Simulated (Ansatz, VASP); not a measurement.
# Two plane-wave programs on In

Contents of INCAR:

```
SYSTEM = In
ALGO     = Normal         ! electronic algorithm
EDIFF    = 1E-6           ! SCF threshold, eV
EDIFFG   = -0.01          ! ionic threshold
ENCUT    = 600            ! plane-wave cutoff, eV
GGA      = PS             ! functional
IBRION   = 2              ! ionic algorithm
ISIF     = 3              ! what is computed and relaxed
ISMEAR   = -1             ! smearing method
LASPH    = .TRUE.         ! aspherical terms in the spheres
LCHARG   = .FALSE.        ! write CHGCAR
LREAL    = .FALSE.        ! projectors in reciprocal space
LWAVE    = .FALSE.        ! write WAVECAR
NELM     = 80             ! most SCF steps
NSW      = 60             ! ionic steps
PREC     = Accurate       ! precision mode
SIGMA    = 0.05           ! smearing width, eV
```

KPOINTS

```
k-points
0
G
  10 10 10
  0 0 0
```

File POSCAR:

```
In
1.0
   -1.8825252400      1.8825252400      1.8825252400
    1.8825252400     -1.8825252400      1.8825252400
    1.8825252400      1.8825252400     -1.8825252400
In
1
Direct
    0.0000000000      0.0000000000      0.0000000000
```

input.yaml

```yaml
crystal:
  lattice:
    - [-1.88252524, 1.88252524, 1.88252524]
    - [1.88252524, -1.88252524, 1.88252524]
    - [1.88252524, 1.88252524, -1.88252524]
  atoms:
    - { symbol: In, position: [0.0, 0.0, 0.0] }
hamiltonian:
  xc: pbesol
  pseudopotentials: { kind: paw }
kpoints:
  mp_grid: { grid: [10, 10, 10] }
scf:
  occupations: { method: fermi_dirac, width: 0.05 }
output:
  forces: true
  stress: true
  eigenvalues: true
relax:
  f_tol: 0.01
  max_steps: 40
  cell: { stress_tol: 0.05 }
```

This isn't the form of In at room conditions, which is tetragonal.

Alike in both runs: task relaxation of cell and atoms; functional PBEsol; k mesh 10 × 10 × 10; occupations fermi-dirac, width 0.05 eV; no spin polarisation.

|  | VASP | Ansatz |
| --- | --- | --- |
| version | VASP 6.6.1 | Ansatz 0.2.0 |
| potentials or method | VASP PAW PBE potentials, release 64 (In_d) | Ansatz PAW |
| plane-wave cutoff (eV) | 600 | 420 |
| valence electrons in the cell | 13 | 13 |

Ansatz gave:

* gap on the k mesh at the Fermi level, each at its own relaxed structure (eV): none
* relaxed volume (Å³/atom): 25.76
* relaxed cell length with the largest relative difference (Å): 3.222
* energy change over the relaxation (meV/atom): -4

**Question.** What did VASP give for the same quantities?

**Answer.** gap on the k mesh at the Fermi level, each at its own relaxed structure (eV): none; relaxed volume (Å³/atom): 25.80; relaxed cell length with the largest relative difference (Å): 3.224; energy change over the relaxation (meV/atom): -4.

A gap of «none» marks a metal or a gap that the smearing closes.

Caveats: the PAW data sets were made with another functional, which shifts forces and pressure a little (VASP); the plane-wave basis is chosen anew once the cell has moved, so the energies of steps on either side of that aren't comparable (Ansatz); the PAW data sets come from PBE, with cores solved anew for the run's functional, which leaves a small shift of forces and pressure (Ansatz).
